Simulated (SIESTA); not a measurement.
Crystal: CsSnI3.

```
Cs I Sn
1.0
     6.20570    0.00000    0.00000
     0.00000    6.20570    0.00000
     0.00000    0.00000    6.20570
Cs I Sn
1 3 1
Direct
  0.00000 0.00000 0.00000
  0.50000 0.50000 0.00000
  0.50000 0.00000 0.50000
  0.00000 0.50000 0.50000
  0.50000 0.50000 0.50000
```

Base run:

| Item | Value |
| --- | --- |
| Program | SIESTA 5.4.2 |
| Functional | PBE |
| Potentials or basis | PseudoDojo 0.4 standard (PBE files) |
| Basis | DZP (energy shift 0.002 Ry; d shell added on Cs) |
| Grid cutoff | 500 Ry |
| Energy shift | 0.002 Ry |
| k mesh | 5 × 5 × 5 |
| Occupations | fermi-dirac, width 0.05 eV |
| Spin | no spin polarisation |

Its results: pressure 0.8 GPa.

Problem. The run is repeated on the same cell with these changes: functional from PBE to BLYP. What comes out?

Solution. Pressure 2.3 GPa.

BLYP binds less tightly than PBE, so the same cell stands under more pressure.

Caveats: semicore shells carry a single zeta, which can move pressures by several GPa and volumes by a few percent; the cell was measured hot, at 500 K; the basis of atomic orbitals isn't converged, which shifts pressures, moduli and gaps; the potentials were made for another functional, which shifts forces and pressure (some runs).

Not every run made on this cell is shown here.
